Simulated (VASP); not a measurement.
A run of VASP 6.6.1:

INCAR

```
SYSTEM = BAs
PREC = Accurate
ENCUT = 520
EDIFF = 1E-8
ISMEAR = 0
SIGMA = 0.02
LREAL = .False.
LASPH = .True.
NELM = 100
ALGO = Normal
ISIF = 2
LWAVE = .False.
LCHARG = .False.
GGA = PE
LEPSILON = .True.
IBRION = 8
NSW = 1
```

File KPOINTS:

```
Automatic mesh
0
Gamma
  8 8 8
  0 0 0
```

The input POSCAR:

```
BAs                                     
1.0
    0.0000000000      2.3169692347      2.3169692347
    2.3169692347      0.0000000000      2.3169692347
    2.3169692347      2.3169692347      0.0000000000
  B               As            
     1     1
Direct
     0.0000000000000000    0.0000000000000000    0.0000000000000000
     0.2500000000000000    0.2500000000000000    0.2500000000000000
```

Potentials or basis: VASP PAW PBE potentials, release 64 (B, As).

Run with:

```console
$ cat potpaw_PBE.64/B/POTCAR potpaw_PBE.64/As/POTCAR > POTCAR
$ mpirun -np 1 vasp_std > vasp.out
```

Hardware: 1 thread of Intel(R) Xeon(R) 6975P-C (Granite Rapids), with other jobs on the host.

Estimate the wall time of this run.

Run time: 50 s on 1 thread of Intel(R) Xeon(R) 6975P-C (Granite Rapids) (shared host), peak memory 0.19 GiB. Counts: scf iterations 116, k points 29.
